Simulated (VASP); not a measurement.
Runs of VASP 6.6.1 on NaI. It takes space group Fm-3m (No. 225, cubic). The conventional cell has a = 6.473 Å, b = 6.473 Å, c = 6.473 Å, α = 90.00°, β = 90.00°, γ = 90.00°. Na (site symmetry m-3m) has 6 I at 3.24 Å as nearest neighbours. Around I (site symmetry m-3m) lie 6 Na at 3.24 Å. 

```csv
task,level,potentials or basis,spin,cell,k mesh,cutoff (eV),gap on the mesh (eV),pressure (GPa)
relaxation of cell and atoms,PBEsol,"VASP PAW PBE potentials, release 64 (Na_pv, I)",off,relaxed,8 × 8 × 8,600,(b),0.0
band structure,LDA,"VASP PAW LDA potentials, release 64 (Na_pv, I)",off,"Fm-3m, 32.91 Å³/atom",8 × 8 × 8,520,3.43,(a)
band structure,r2SCAN,"VASP PAW PBE potentials, release 64 (Na_pv, I)",off,"Fm-3m, 32.91 Å³/atom",8 × 8 × 8,520,4.53,0.4
band structure,TB-mBJ,"VASP PAW PBE potentials, release 64 (Na_pv, I)",off,"Fm-3m, 32.91 Å³/atom",8 × 8 × 8,520,5.58,-
```

Alike in all rows: smearing gaussian 0.03 eV.

Task: Estimate the missing entries.

Result: (a) -1.2; (b) 3.58.

Caveats: spin-orbit coupling is left out, which moves the levels of the heavy elements; the PAW data sets were made with another functional, which shifts forces and pressure a little (some runs).

A k mesh can miss the band edges, and the runs leave out spin-orbit coupling on I.

Runs at the PBE level aren't shown here.
